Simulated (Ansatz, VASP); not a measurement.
## NbC4: VASP beside Ansatz

```xyz
5
Lattice="3.6053 0.0000 0.0000 0.0000 3.6053 0.0000 0.0000 0.0000 3.6053" Properties=species:S:1:pos:R:3 pbc="T T T"
Nb    0.0000    0.0000    0.0000
C     1.2582    2.3471    2.3471
C     2.3471    1.2582    2.3471
C     2.3471    2.3471    1.2582
C     1.2582    1.2582    1.2582
```

Change from the starting cell: species swapped into the SnI4 type (P-43m, No. 215).

Alike in both runs: functional PBE; k mesh 10 × 10 × 10; occupations gaussian, width 0.1 eV; no spin polarisation.

Ansatz relaxed the structure, and its values are those at the end. VASP's run is a single point on that final structure, the one shown.

|  | VASP | Ansatz |
| --- | --- | --- |
| version | VASP 6.6.1 | Ansatz 0.2.0 |
| potentials or method | VASP PAW PBE potentials, release 64 (Nb_sv, C) | scalar-relativistic, plane waves, PAW |
| plane-wave cutoff (eV) | 520 | 420 |
| valence electrons in the cell | 29 | 29 |

```tsv
	VASP	Ansatz	Ansatz less VASP
gap on the k mesh at the Fermi level (eV)	none	none	-
pressure (GPa)	0.2	0.0	-0.25
rms of the force components (eV/Å)	0.073	0.005	-0.0673
```

A gap of «none» marks a metal or a gap that the smearing closes. The functional is the same, so the differences come from potentials, cutoffs and numerics.
